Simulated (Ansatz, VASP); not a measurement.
**Ta in VASP and in Ansatz**

```
CELL_PARAMETERS angstrom
-1.69321 1.69321 1.69321
1.69321 -1.69321 1.69321
1.69321 1.69321 -1.69321
ATOMIC_POSITIONS crystal
Ta 0.00000 0.00000 0.00000
```

Alike in both runs: task single point; functional PBEsol; k mesh 18 × 18 × 18; occupations gaussian, width 0.1 eV; no spin polarisation.

```csv
,VASP,Ansatz
version,VASP 6.6.1,Ansatz 0.2.0
potentials or method,"VASP PAW PBE potentials, release 64 (Ta_pv)","scalar-relativistic, plane waves, PAW"
plane-wave cutoff (eV),520,420
valence electrons in the cell,11,13
```

|  | VASP | Ansatz | Ansatz less VASP |
| --- | --- | --- | --- |
| gap on the k mesh at the Fermi level (eV) | none | none | - |
| pressure (GPa) | -16.4 | -16.5 | -0.05 |

A gap of «none» marks a metal or a gap that the smearing closes. The two sets of potentials don't hold the same shells in valence.

Caveats: so large a pressure means that the cell lies far from this level's equilibrium, or that cutoff or potentials fall short (VASP); the potentials were made for another functional, which shifts forces and pressure (VASP). The runs have no spin-orbit coupling, so splittings on Ta are missing.
